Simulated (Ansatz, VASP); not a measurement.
One calculation of Ge, two programs

```
Ge
1.0
     0.00000    2.28992    2.28992
     2.28992    0.00000    2.28992
     2.28992    2.28992    0.00000
Ge
1
Direct
  0.00000 0.00000 0.00000
```

Alike in both runs: task relaxation of cell and atoms; functional PBEsol; k mesh 6 × 6 × 6; occupations gaussian, width 0.1 eV; no spin polarisation.

|  | VASP | Ansatz |
| --- | --- | --- |
| version | VASP 6.6.1 | Ansatz 0.2.0 |
| potentials or method | VASP PAW PBE potentials, release 64 (Ge_d) | scalar-relativistic, plane waves, PAW |
| plane-wave cutoff (eV) | 600 | 420 |
| valence electrons in the cell | 14 | 14 |

```csv
,VASP,Ansatz,Ansatz less VASP
"gap on the k mesh at the Fermi level, each at its own relaxed structure (eV)",none,none,-
relaxed volume (Å³/atom),19.19,19.25,+0.067
relaxed cell length with the largest relative difference (Å),3.005,3.008,+0.0035
energy change over the relaxation (meV/atom),-178,-179,-0.6
```

A gap of «none» marks a metal or a gap that the smearing closes.

Caveats: the k mesh is coarse (spacing up to 0.40 Å⁻¹), so the values aren't converged; the volume moved by over 15 % at a fixed basis, so the end points are rough (VASP); the PAW data sets were made with another functional, which shifts forces and pressure a little (VASP).
